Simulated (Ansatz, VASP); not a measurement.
# Two plane-wave programs on Au

```
Au
1.0
     0.00000    2.04094    2.04094
     2.04094    0.00000    2.04094
     2.04094    2.04094    0.00000
Au
1
Direct
  0.00000 0.00000 0.00000
```

Alike in both runs: functional PBEsol; k mesh 17 × 17 × 17; occupations fermi-dirac, width 0.05 eV; no spin polarisation.

Ansatz relaxed the structure, and its values are those at the end. VASP's run is a single point on that final structure, the one shown.

|  | VASP | Ansatz |
| --- | --- | --- |
| version | VASP 6.6.1 | Ansatz 0.2.0 |
| potentials or method | VASP PAW PBE potentials, release 64 (Au) | PAW with Ansatz's default frozen-core files, scalar-relativistic |
| plane-wave cutoff (eV) | 520 | 420 |
| valence electrons in the cell | 11 | 19 |

|  | VASP | Ansatz | Ansatz less VASP |
| --- | --- | --- | --- |
| pressure (GPa) | -0.3 | 0.0 | +0.29 |

The two sets of potentials don't hold the same shells in valence.

Caveats: the PAW data sets were made with another functional, which shifts forces and pressure a little (VASP). Spin-orbit coupling is left out, which matters for the levels of Au.
